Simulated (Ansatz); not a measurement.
## SCF convergence of CoO against the length of the Broyden history

These are results of DFT PBE, scalar-relativistic, plane waves, PAW (Ansatz), not measurements.

```
Co O
1.0
    -1.50800    1.50800    2.10725
     1.50800   -1.50800    2.10725
     1.50800    1.50800   -2.10725
Co O
1 1
Cartesian
  0.0000 0.0000 0.0000
  0.0000 0.0000 2.1072
```

| Quantity | Value |
| --- | --- |
| plane-wave cutoff | 420 eV |
| Γ-centred k-mesh | 20×20×20 |
| occupation rule | Gaussian smearing, 0.1 eV |
| list of starting moments (μB, in atom order) | 2.73 0.35 |
| check for lower electronic states after the SCF | off |

Each run starts from superposed atomic densities and uses Broyden mixing with its automatic preconditioner, at most 120 iterations and the default threshold on the density residual; only the length of the Broyden history differs.

Order these values of the length of the Broyden history from fewest iterations to most.
A. 16
B. 8
C. 1
D. 2

D (16 iterations), C (23 iterations), B (27 iterations), A (35 iterations).

| length of the Broyden history | iterations | converged | density residual (eV) at iterations 1, 3, 5 |
| --- | --- | --- | --- |
| 1 | 23 | yes | 2.9 0.086 0.017 |
| 2 | 16 | yes | 2.9 0.086 0.0064 |
| 8 | 27 | yes | 2.9 0.058 0.026 |
| 16 | 35 | yes | 2.9 0.058 0.026 |

Cost: 4 runs of about 3.3 core-minutes in all, on Intel Xeon Processor @ 2.70GHz (shared hosts).